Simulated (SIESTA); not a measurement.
CdSe under changes of volume

One of the cells (28.942 Å³/atom); the others are scaled copies at fixed shape and fractional positions:

```xyz
2
Lattice="0.0000 3.0703 3.0703 3.0703 0.0000 3.0703 3.0703 3.0703 0.0000" Properties=species:S:1:pos:R:3 pbc="T T T"
Cd    0.0000    0.0000    0.0000
Se    1.5351    1.5351    1.5351
```

Measurements of this composition are mostly on another form, of space group No. 186.

- Program: SIESTA 5.4.2
- Functional: BLYP
- Potentials or basis: PseudoDojo 0.4 standard (PBE files)
- Basis: DZP (energy shift 0.003 Ry; two zetas on semicore shells)
- Grid cutoff: 800 Ry
- Energy shift: 0.003 Ry
- k mesh: 8 × 8 × 8
- Occupations: fermi-dirac, width 0.05 eV
- Spin: no spin polarisation

```tsv
volume (Å³/atom)	energy over the lowest point (meV/atom)	pressure (GPa)	gap on the mesh (eV)
27.206	88.26	7.9	0.95
27.784	62.39	6.4	0.88
28.363	41.70	5.1	0.82
28.942	?	?	?
29.521	13.28	2.8	0.70
30.100	5.01	1.8	0.65
30.679	0.00	1.0	0.59
```

**Question.** What does the run at 28.942 Å³/atom give?

**Answer.** Energy over the lowest point 25.27 meV/atom; pressure 3.9 GPa; gap on the mesh 0.76 eV.

Worked out: A Birch-Murnaghan fit of order 3 (a polynomial in V^(-2/3)) to the other rows has its minimum at 31.36 Å³/atom, just outside them, with B0 = V·E''(V) = 41 GPa and B' = 4.3. It gives 25.42 meV/atom at 28.942 Å³/atom, against the run's 25.27, and -dE/dV = 3.9 GPa, against 3.9. A straight line through the other rows of the gap, of slope -2.96 eV per unit of ln V (its deformation potential), gives 0.76 eV, against the run's 0.76.

Energies are extrapolated to zero smearing.

Caveats: the potentials were made for another functional, which shifts forces and pressure; the basis of atomic orbitals isn't converged, which shifts pressures, moduli and gaps.

A mesh can miss the band edges. Spin-orbit coupling on Cd, Se is left out.
